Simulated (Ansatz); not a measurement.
**Pb under changes of volume**

One of the cells (30.323 Å³/atom); the others are scaled copies at fixed shape and fractional positions:

```
Pb
1.0
     0.00000    2.47502    2.47502
     2.47502    0.00000    2.47502
     2.47502    2.47502    0.00000
Pb
1
Cartesian
  0.0000 0.0000 0.0000
```

```yaml
Program: Ansatz 0.2.0
Functional: PBE
Potentials_or_basis: Ansatz PAW
Cutoff: "420 eV (not typed: the program's choice for these potentials)"
k_mesh: 9 × 9 × 9
Occupations: fermi-dirac, width 0.05 eV
Spin: spin-orbit coupling, no magnetisation
```

| volume (Å³/atom) | energy over the lowest point (meV/atom) | pressure (GPa) |
| --- | --- | --- |
| 28.503 | 54.97 | 5.8 |
| 29.110 | 35.39 | 4.5 |
| 29.716 | 20.53 | 3.3 |
| 30.323 | 9.98 | 2.2 |
| 30.929 | 3.32 | 1.3 |
| 31.535 | ? | ? |
| 32.142 | 0.00 | -0.3 |

Q: What does the run at 31.535 Å³/atom give?

A: Energy over the lowest point 0.10 meV/atom; pressure 0.4 GPa.

Worked out: A Birch-Murnaghan fit of order 3 (a polynomial in V^(-2/3)) to the other rows has its minimum at 31.85 Å³/atom with B0 = V·E''(V) = 41 GPa and B' = 4.4. It gives 0.09 meV/atom at 31.535 Å³/atom, against the run's 0.10, and -dE/dV = 0.4 GPa, against 0.4.

Energies are extrapolated to zero smearing.
